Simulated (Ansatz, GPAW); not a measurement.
This is a calculation of Nb for GPAW 26.7.0 (ASE script). 

Contents of run.py:

```python
from ase.dft.bandgap import bandgap
from ase.io import read, write
from ase.units import GPa
from gpaw import GPAW, PW

atoms = read('Nb.xyz')

calc = GPAW(mode=PW(600),
            xc='PBE',
            kpts={'size': (11, 11, 11), 'gamma': True},
            occupations={'name': 'methfessel-paxton', 'order': 0, 'width': 0.018000000000000002},
            nbands=15,
            convergence={'density': 1e-05, 'energy': 1e-05},
            maxiter=150,
            txt='gpaw.txt')
atoms.calc = calc
energy = atoms.get_potential_energy()
forces = atoms.get_forces()
stress = atoms.get_stress()
calc.write('gs.gpw')
write('result.traj', atoms)
print(f'Energy: {energy:.6f} eV')
print('Forces (eV/A):')
print(forces.round(4))
print('Stress (GPa):', (stress / GPa).round(3))
print('Fermi level:', round(calc.get_fermi_level(), 4), 'eV')
print(f'Gap: {bandgap(calc)[0]:.4f} eV, direct: {bandgap(calc, direct=True)[0]:.4f} eV')
```

Nb.xyz

```xyz
1
Lattice="-1.6639500000 1.6639500000 1.6639500000 1.6639500000 -1.6639500000 1.6639500000 1.6639500000 1.6639500000 -1.6639500000" Properties=species:S:1:pos:R:3 pbc="T T T"
Nb     0.0000000000      0.0000000000      0.0000000000
```

Potentials or basis: GPAW PAW data sets (gpaw-data 1.2.1), pw.

Launch:

```bash
$ OMP_NUM_THREADS=1 python run.py
```

Problem. Translate it to Ansatz 0.2.0. Potentials or basis there: all-electron LAPW, scalar-relativistic.

Solution. As run (cutoffs and basis follow the program's own potentials, and thresholds, step limits or extra output files can differ):

input.yaml

```yaml
crystal:
  lattice:
    - [-1.66395, 1.66395, 1.66395]
    - [1.66395, -1.66395, 1.66395]
    - [1.66395, 1.66395, -1.66395]
  atoms:
    - { symbol: Nb, position: [0.0, 0.0, 0.0] }
kpoints:
  mp_grid: { grid: [11, 11, 11] }
scf:
  occupations: { method: gaussian, width: 0.018 }
hamiltonian:
  xc: pbe
  pseudopotentials: { kind: all_electron, lapw: { basis_error: 0.001 } }
output:
  forces: true
  stress: true
  eigenvalues: true
```

Potentials or basis: all-electron LAPW, scalar-relativistic.

Launch:

```console
$ ansatz run input.yaml --threads 1 --pin off --max-ram 3072MiB --backend cpu --events-out ev --progress --plain --runs-dir out
```

Both were run:

|  | GPAW | Ansatz |
| --- | --- | --- |
| Pressure | -2.5 GPa | -1.7 GPa |

Where Ansatz's input types no cutoff or centring, it takes its own default and a Γ-centred mesh.

Pressure is positive in compression.
